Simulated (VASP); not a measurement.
A run of VASP 6.6.1 is set up as follows.

File INCAR:

```
SYSTEM = AlCo
PREC = Accurate
ENCUT = 600
EDIFF = 1E-6
ISMEAR = 1
SIGMA = 0.1
LREAL = .FALSE.
LASPH = .TRUE.
NELM = 80
ALGO = Normal
ISIF = 3
LWAVE = .FALSE.
LCHARG = .FALSE.
GGA = PE
IVDW = 12
IBRION = 2
NSW = 90
EDIFFG = -0.01
```

KPOINTS

```
regular mesh
0
G
  14 14 14
  0 0 0
```

The input POSCAR:

```
AlCo
1.0
    2.8194032100      0.0000000000      0.0000000000
    0.0000000000      2.8194032100      0.0000000000
    0.0000000000      0.0000000000      2.8194032100
Al Co
1 1
Direct
    0.0000000000      0.0000000000      0.0000000000
    0.5000000000      0.5000000000      0.5000000000
```

Potentials or basis: VASP PAW PBE potentials, release 64 (Al, Co).

The run is started by

```console
$ cat potpaw_PBE.64/Al/POTCAR potpaw_PBE.64/Co/POTCAR > POTCAR
$ mpirun -np 1 vasp_std > vasp.out
```

Question: What does it give for the dispersion energy per atom?

Answer: -0.449 eV.

Question: Estimate the band gap on the k mesh.

Answer: None (metal or under the smearing width).

Final structure:
```xyz
2
Lattice="2.8194 0.0000 0.0000 0.0000 2.8194 0.0000 0.0000 0.0000 2.8194" Properties=species:S:1:pos:R:3 pbc="T T T"
Al    0.0000    0.0000    0.0000
Co    1.4097    1.4097    1.4097
```

Caveat: the relaxation stopped at its first step, so nothing moved. Spin polarisation is off, so any magnetic state and its effect on volume and gap are missing.
